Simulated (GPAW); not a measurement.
C in GPAW: convergence with basis set

C, a slab with vacuum:

```xyz
2
Lattice="2.4562 0.0000 0.0000 -1.2281 2.1271 0.0000 0.0000 0.0000 8.5238" Properties=species:S:1:pos:R:3 pbc="T T T"
C     1.2281    0.7090    0.0000
C     0.0000    1.4181    0.0000
```

```yaml
Program: GPAW 26.7.0
Task: convergence study
Functional: RPBE
Potentials_or_basis: the program's PAW data sets (release 1.2.1) made for this functional
Basis: lcao:sz(dzp)
Grid_spacing: 0.16 Å
k_mesh: 9 × 9 × 3
Occupations: fermi-dirac, width 0.05 eV
Spin: no spin polarisation
```

These are the settings of the first run; the series varies basis set, with any setting tied to it.

Hardware: 1 thread of Arm Neoverse V1 (shared host).

```csv
basis set,"energy less the tightest run, at zero smearing (meV/atom)",SCF cycles,CPU time (s),peak memory (GiB)
lcao:sz(dzp),1575.12,7,4.8,0.13
lcao:szp(dzp),1102.66,7,13,0.13
lcao:dz(dzp),442.76,8,6.9,0.13
lcao:dzp,249.95,8,18,0.14
fd,2.20,11,12,0.16
pw,0.00,10,13,0.16
```

Not settled before the last step: the energy (to 1 meV/atom). The tightest run that finished is the yardstick and may itself not be fully converged.
